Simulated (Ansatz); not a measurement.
The cell is COD entry 9008726, as deposited and not checked against the literature; nothing was relaxed.

Input and log of a run on SnTe: DFT, PBE, all-electron LAPW, scalar-relativistic (Ansatz 0.2.0).

Command: `ansatz run input.yaml --threads 1 --pin off --max-ram 3072MiB --backend cpu --events-out ev --progress --plain --runs-dir out` The run took 43 s on 1 thread of Arm Neoverse V1 (shared host), peak memory 0.44 GiB.

```yaml
crystal:
  lattice:
    - [0.0, 3.1565, 3.1565]
    - [3.1565, 0.0, 3.1565]
    - [3.1565, 3.1565, 0.0]
  atoms:
    - { symbol: Sn, position: [0.0, 0.0, 0.0] }
    - { symbol: Te, position: [0.5, 0.5, 0.5] }
kpoints:
  mp_grid: { grid: [11, 11, 11] }
  band_path:
    path:
      - [0.0, 0.0, 0.0]
      - [0.5, 0.0, 0.5]
      - [0.625, 0.25, 0.625]
      - [0.375, 0.375, 0.75]
      - [0.0, 0.0, 0.0]
      - [0.5, 0.5, 0.5]
      - [0.5, 0.25, 0.75]
      - [0.5, 0.0, 0.5]
    npoints: 14
scf:
  occupations: { method: fermi_dirac, width: 0.08 }
hamiltonian:
  xc: pbe
  pseudopotentials: { kind: all_electron, lapw: { basis_error: 0.00025 } }
output:
  forces: true
  stress: true
  eigenvalues: true
  fatbands: true
  populations: true
  dos: { projected: true, de: 0.2, e_range: [-14, 8] }
```

The log:

```
Sn: projections on atomic orbitals take those of the free atom 1s2 2s2 2p6 3s2 3p6 3d10 4s2 4p6 4d10 5s2 5p2, of charge +0.00 (hamiltonian.pseudopotentials.projection_atoms)
Te: projections on atomic orbitals take those of the free atom 1s2 2s2 2p6 3s2 3p6 3d10 4s2 4p6 4d10 5s2 5p4, of charge +0.00 (hamiltonian.pseudopotentials.projection_atoms)
LAPW: plane waves up to 7.532 Å⁻¹, error target 2.5e-4 eV per atom; small_component_spin mean_spin; Sn in spheres of 1.592 Å, 22 of its electrons in bands, Dirac shells []; Te in spheres of 1.564 Å, 24 of its electrons in bands, Dirac shells []
Engine: ansatz 0.2.0
Pseudopotentials: kind: all_electron
Pseudopotential: Sn, LAPW, valence charge 22, Koelling and Harmon's equation, gaussian nucleus
Pseudopotential: Te, LAPW, valence charge 24, Koelling and Harmon's equation, gaussian nucleus
Functional definition: PBE
  parameter kappa = 0.804
  parameter beta = 0.06672455060314922
  exchange = pbe_x(kappa = kappa, mu = beta*pi^2/3)
  correlation = pbe_c(beta = beta)
Crystal: 2 atoms, lattice volume = 62.900 Å³
Basis set: ecut = 216.1229475827843 eV, 459 PW (Γ), exchange–correlation at level 2
Bands: 28, of which v1, the nominal top of the filled ones, is band 23 counted from 1 (22 counted from 0)
Symmetry: 48 space group operations
Space group: Fm-3m (ITA 225), of the structure as read, at distance tolerance 4.0e-5 Å
k-points: 56 of 1331
Non-local potential: Sn, projectors of the file, none
Non-local potential: Te, projectors of the file, none
Initial density: superposition of atomic densities (chi_scale 0.1, normalization cell, long waves kept (reshape's long-wave potential 0.00 eV rms))
Initial wavefunctions: plane waves of lowest kinetic energy (no species holds an atomic orbital)
Functional: x = pbe(κ = 0.804, μ = 0.2195149727645171), c = pbe(β = 0.06672455060314922)
iter 1 solved again at ethr=4.66e-4 eV; its pass at ethr=1.00e-1 eV (dr2=2.14e-1 eV) is discarded
SCF iter   1: F=—  HF=-352974.411044 eV  |F-HF|=—  |Δ(HF+E_count)|=         —  Δρ=1.26e-2  dr2=2.15e-1  ethr=4.66e-4  ⟨swp⟩=2.6  Hψ=10051  notcnv=0
preconditioner: auto → none  [insulator: Δε(μ)=0.424 eV  Ē_g=9.531 eV  σ=0.080 eV  W_gap=0.86  n_scr=14 (ndim 8)  ℏωp=14.8 eV  f_vac=0.029  D(μ)=0.04/eV (n_scr^D=0)  ε∞_Penn≈3.4]
iter 2 solved again at ethr=1.72e-5 eV; its pass at ethr=4.66e-4 eV (dr2=7.92e-3 eV) is discarded
SCF iter   2: F=—  HF=-352974.362566 eV  |F-HF|=—  |Δ(HF+E_count)|=   4.85e-2  Δρ=3.93e-3  dr2=7.94e-3  ethr=1.72e-5  ⟨swp⟩=2.0  Hψ=8136  notcnv=0
SCF iter   3: F=—  HF=-352974.360191 eV  |F-HF|=—  |Δ(HF+E_count)|=   2.38e-3  Δρ=2.41e-3  dr2=4.57e-3  ethr=1.72e-5  ⟨swp⟩=2.0  Hψ=4671  notcnv=0
SCF iter   4: F=—  HF=-352974.361332 eV  |F-HF|=—  |Δ(HF+E_count)|=   1.14e-3  Δρ=1.04e-3  dr2=8.51e-4  ethr=9.92e-6  ⟨swp⟩=2.0  Hψ=4670  notcnv=0
SCF iter   5: F=—  HF=-352974.361461 eV  |F-HF|=—  |Δ(HF+E_count)|=   1.29e-4  Δρ=2.26e-4  dr2=4.07e-5  ethr=1.85e-6  ⟨swp⟩=2.1  Hψ=4675  notcnv=0
SCF iter   6: F=—  HF=-352974.361475 eV  |F-HF|=—  |Δ(HF+E_count)|=   1.42e-5  Δρ=2.56e-5  dr2=5.45e-7  ethr=8.86e-8  ⟨swp⟩=2.7  Hψ=4735  notcnv=0
SCF iter   7: F=-352974.361475 eV  HF=-352974.361475 eV  |F-HF|=1.11e-9  |Δ(HF+E_count)|=   2.63e-7  Δρ=2.92e-6  dr2=8.65e-9  ethr=1.18e-9  ⟨swp⟩=2.9  Hψ=4801  notcnv=0
SCF 1 converged in 7 iterations: F = -352974.361475 eV  dr2 = 8.65e-9
NSCF: frozen V_eff on 99 k-points
SCF converged after 7 iterations
Free energy (F): -352974.361475 eV
Harris-Foulkes:  -352974.361475 eV  (|F-HF|=1.11e-9)
Internal energy: -352974.359869 eV  (E = F + TS)
E sigma→0 (E₀):  -352974.360672 eV
Entropy (-TS):   -0.001606 eV (-0.803 meV/atom)
Fermi energy:    11.980178 eV
--- Per-component energies (eV) ---
  E_band       = -1845.305920
  E_kinetic    = 372041.376619
  E_xc         = -9288.791311
  E_electrostatic = -715726.945177  (all electrons and nuclei)
  E_smearing   = -0.001606  (= −TS)
  E_closure    = 0.000000  (closes the sum)
  E_atoms      = -352966.846133  (free atoms, spherical and without spin; not in F)
  Σ components = -352974.361475   (vs F -352974.361475, Δ=0.00e0)
  Basis errors (estimates in eV, not in F): energy 9.3e-5 per atom: plane waves 8.6e-5 (4.6e-5 summed), levels above the bands 1.0e-28, relativity 4.5e-9, radial functions 6.5e-6, core shells 6.1e-10; eigenvalues (radial functions only) 4.2e-7; not estimated: angular momenta, meshes, grids; target (lapw.basis_error) 2.5e-4; muffin-tin radii Sn 1.592 Å, Te 1.564 Å
--- Forces (eV/Å), atoms counted from 1 ---
  atom   1  Sn     0.00000000    -0.00000000     0.00000000
  atom   2  Te     0.00000000    -0.00000000     0.00000000
  max |Σ_I F_I| component: 9.20e-31 eV/Å
--- Stress (GPa, compression-positive) ---
        2.032386      -0.000000       0.000000
       -0.000000       2.032386       0.000000
        0.000000       0.000000       2.032386
  P = ⅓ Tr σ = 2.0324 GPa (20.324 kbar)
--- Band table (eV; the first three rows and the last of 56) ---
  k-point 0: bands = ["-147.7265", "-117.9383", "-97.7650", "-97.7650", "-97.7650", "-73.7242", "-73.7242", "-73.7242", "-25.0986", "-25.0986", "-25.0948", "-25.0948", "-25.0948", "-9.9497", "-9.9497", "-9.9455", "-9.9455", "-9.9455", "-0.8098", "7.2571", "9.8261", "9.8261", "9.8261", "15.2976", "15.2976", "15.2976", "16.7389", "16.7389"]
  k-point 1: bands = ["-147.7265", "-117.9383", "-97.7650", "-97.7650", "-97.7650", "-73.7242", "-73.7242", "-73.7242", "-25.0986", "-25.0986", "-25.0947", "-25.0947", "-25.0947", "-9.9501", "-9.9501", "-9.9453", "-9.9450", "-9.9450", "-0.7404", "6.8536", "9.8379", "9.8379", "10.1189", "14.9015", "14.9015", "14.9207", "16.6800", "16.9133"]
  k-point 2: bands = ["-147.7265", "-117.9383", "-97.7650", "-97.7650", "-97.7650", "-73.7242", "-73.7242", "-73.7242", "-25.0985", "-25.0985", "-25.0947", "-25.0946", "-25.0946", "-9.9513", "-9.9513", "-9.9450", "-9.9437", "-9.9437", "-0.5384", "6.0002", "9.8780", "9.8780", "10.6485", "14.1223", "14.1223", "14.1710", "16.7709", "17.4001"]
  k-point 55: bands = ["-147.7265", "-117.9383", "-97.7650", "-97.7650", "-97.7650", "-73.7242", "-73.7242", "-73.7242", "-25.0987", "-25.0982", "-25.0944", "-25.0942", "-25.0936", "-9.9618", "-9.9505", "-9.9431", "-9.9413", "-9.9353", "0.8243", "4.5556", "7.0687", "7.4548", "10.9662", "12.9479", "16.2836", "16.8682", "17.5573", "18.2601"]
--- Löwdin populations: 2 sites ---
  site symbol       q [e]
     0     Sn     49.8912
     1     Te     52.0504
  spilling = 0.000572 (of n_electrons = 102.000000)
```
